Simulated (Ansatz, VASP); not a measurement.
GaN in VASP and in Ansatz

File INCAR:

```
SYSTEM = GaN
  ALGO = Normal
  EDIFF = 1E-6
  ENCUT = 520
  GGA = PE
  ISIF = 2
  ISMEAR = 0
  LASPH = .True.
  LCHARG = .False.
  LREAL = .False.
  LWAVE = .False.
  NBANDS = 26
  NELM = 80
  PREC = Accurate
  SIGMA = 0.05
```

File KPOINTS:

```
k-points
0
Gamma
  12 12 6
  0 0 0
```

The input POSCAR:

```
GaN
1.0
    3.1799996605      0.0000000000      0.0000000000
   -1.5899998303      2.7539604900      0.0000000000
    0.0000000000      0.0000000000      5.4243000000
Ga N
2 2
Direct
    0.3333333333      0.6666666667      0.0000000000
    0.6666666667      0.3333333333      0.5000000000
    0.3333333333      0.6666666667      0.3750000000
    0.6666666667      0.3333333333      0.8750000000
```

Input for Ansatz:

```yaml
crystal:
  lattice:
    - [3.1799996605, 0.0, 0.0]
    - [-1.5899998303, 2.75396049, 0.0]
    - [0.0, 0.0, 5.4243]
  atoms:
    - { symbol: Ga, position: [0.3333333333, 0.6666666667, 0.0] }
    - { symbol: Ga, position: [0.6666666667, 0.3333333333, 0.5] }
    - { symbol: "N", position: [0.3333333333, 0.6666666667, 0.375] }
    - { symbol: "N", position: [0.6666666667, 0.3333333333, 0.875] }
basis:
  ecutwfc: 420
kpoints:
  mp_grid: { grid: [12, 12, 6] }
hamiltonian:
  xc: pbe
scf:
  occupations: { method: gaussian, width: 0.05 }
output:
  forces: true
  stress: true
  eigenvalues: true
```

Change from the starting cell: strain +0.000 along x and y, +0.050 along z, atoms carried along.

Alike in both runs: task single point; functional PBE; k mesh 12 × 12 × 6; occupations gaussian, width 0.05 eV; no spin polarisation.

|  | VASP | Ansatz |
| --- | --- | --- |
| version | VASP 6.6.1 | Ansatz 0.2.0 |
| potentials or method | VASP PAW PBE potentials, release 64 (Ga_d, N) | scalar-relativistic, plane waves, PAW |
| plane-wave cutoff (eV) | 520 | 420 |
| valence electrons in the cell | 36 | 36 |

|  | VASP | Ansatz | Ansatz less VASP |
| --- | --- | --- | --- |
| gap on the k mesh at the Fermi level (eV) | 1.48 | 1.48 | -0.004 |
| least direct gap on the mesh (eV) | 1.48 | 1.48 | -0.004 |
| pressure (GPa) | -1.1 | -1.3 | -0.15 |
| largest component of the traceless stress (GPa) | 9.57 | 9.59 | +0.016 |
| rms of the force components (eV/Å) | 0.117 | 0.120 | +0.0027 |

Atom by atom the forces differ by 0.003 eV/Å (rms over components). The functional is the same, so the differences come from potentials, cutoffs and numerics.
